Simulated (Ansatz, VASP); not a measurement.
**P in VASP and in Ansatz**

```xyz
5
Lattice="-3.2072 3.2072 2.1020 3.2072 -3.2072 2.1020 3.2072 3.2072 -2.1020" Properties=species:S:1:pos:R:3 pbc="T T T"
P     0.0000    0.0000    0.0000
P     0.0000    1.6644    2.6742
P     1.6644    0.0000    1.5299
P     1.5428    3.2072   -0.5721
P     3.2072    1.5428    0.5721
```

Alike in both runs: functional PBE; k mesh 6 × 6 × 6; occupations gaussian, width 0.1 eV; no spin polarisation.

Ansatz relaxed the structure, and its values are those at the end. VASP's run is a single point on that final structure, the one shown.

```csv
,VASP,Ansatz
version,VASP 6.6.1,Ansatz 0.2.0
potentials or method,"VASP PAW PBE potentials, release 64 (P)","scalar-relativistic, plane waves, PAW"
plane-wave cutoff (eV),520,420
valence electrons in the cell,25,25
```

Ansatz gave:

| Quantity | Value |
| --- | --- |
| gap on the k mesh at the Fermi level (eV) | none |
| pressure (GPa) | 0.1 |
| rms of the force components (eV/Å) | 0.004 |

Task: Estimate VASP's values.

Result: gap on the k mesh at the Fermi level (eV): none; pressure (GPa): -0.2; rms of the force components (eV/Å): 0.018.

A gap of «none» marks a metal or a gap that the smearing closes.
